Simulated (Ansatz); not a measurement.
# Hg3P2: one candidate of a structure search

Where does this trial cell of Hg3P2 go when cell and atoms are let free, and does the end survive a random kick?

Program: Ansatz 0.2.0. Level of theory: DFT PBE, scalar-relativistic, plane waves, PAW. These are calculated values, not measurements.

## Step 1: The starting structure

Symmetry: R32, No. 155, trigonal system. The conventional cell has a = 6.743 Å, b = 6.743 Å, c = 8.119 Å, α = 90.00°, β = 90.00°, γ = 120.00°. Around Hg (site symmetry 2) lie 4 P at 2.64 to 2.66 Å and 4 Hg at 2.88 to 2.92 Å. P (site symmetry 3) is surrounded by 6 Hg at 2.64 to 2.66 Å.

Structure file:

```cif
data_structure
_symmetry_space_group_name_H-M 'R32:H'
_symmetry_Int_Tables_number 155
_cell_length_a 6.7432
_cell_length_b 6.7432
_cell_length_c 8.1185
_cell_angle_alpha 90.000
_cell_angle_beta 90.000
_cell_angle_gamma 120.000
_cell_volume 319.70
loop_
_atom_site_label
_atom_site_type_symbol
_atom_site_symmetry_multiplicity
_atom_site_Wyckoff_symbol
_atom_site_fract_x
_atom_site_fract_y
_atom_site_fract_z
_atom_site_occupancy
Hg1 Hg 9 e 0.00000 0.75000 0.50000 1
P1 P 6 c 0.00000 0.00000 0.25000 1
```

A structure generator made this guess: species swapped into a database cell of Ni3Se2 (R32, No. 155), with Hg on the Ni sites and P on the Se sites. Lengths come from tabulated atomic sizes and are only a guess.

## Step 2: The guess as it stands, on a coarse mesh

The input, input.yaml:

```yaml
crystal:
  lattice:
    - [3.37159868, 1.94659341, 2.70618301]
    - [-3.37159868, 1.94659341, 2.70618301]
    - [0.0, -3.89318681, 2.70618301]
  atoms:
    - { symbol: Hg, position: [0.5, 0.25, 0.75] }
    - { symbol: Hg, position: [0.75, 0.5, 0.25] }
    - { symbol: Hg, position: [0.25, 0.75, 0.5] }
    - { symbol: P, position: [0.25, 0.25, 0.25] }
    - { symbol: P, position: [0.75, 0.75, 0.75] }
basis:
  ecutwfc: 420
kpoints:
  mp_grid: { grid: [6, 6, 6] }
hamiltonian:
  xc: pbe
scf:
  occupations: { method: gaussian, width: 0.1 }
  lower_state_search: "off"
output:
  forces: true
  stress: true
  eigenvalues: true
```

Run with:

```bash
$ ansatz run input.yaml --threads 1 --pin off --max-ram 2560MiB --backend cpu --events-out ev --progress --plain --runs-dir out
```

The session goes on with these runs: a loose first relaxation; relaxation on the finer mesh; reference for the kick test; kicked and relaxed without symmetry.

Before running it: what results should come out? Wanted: conventional cell; volume; energy over the elements, black P; gap on the mesh.

**Answer**, as computed:

```
                              quantity                                                                        value
symmetry at the end (tolerance 0.02 Å)                                                   space group R-3m (No. 166)
                     conventional cell  a = 7.237 Å, b = 7.237 Å, c = 10.798 Å, α = 90.00°, β = 90.00°, γ = 120.00°
                                volume                                                                32.65 Å³/atom
     energy over the elements, black P                                                                +0.08 eV/atom
                       gap on the mesh                                                                      1.81 eV
```

**Reading.** The symmetry goes from space group R32 (No. 155) to space group R-3m (No. 166), and the volume per atom grows by 53.2 % from the first guess. With a positive formation energy it can't be a ground state. The kick test gives no clear verdict at this accuracy. These runs have no spin-orbit coupling; with Hg it would split and shift bands.
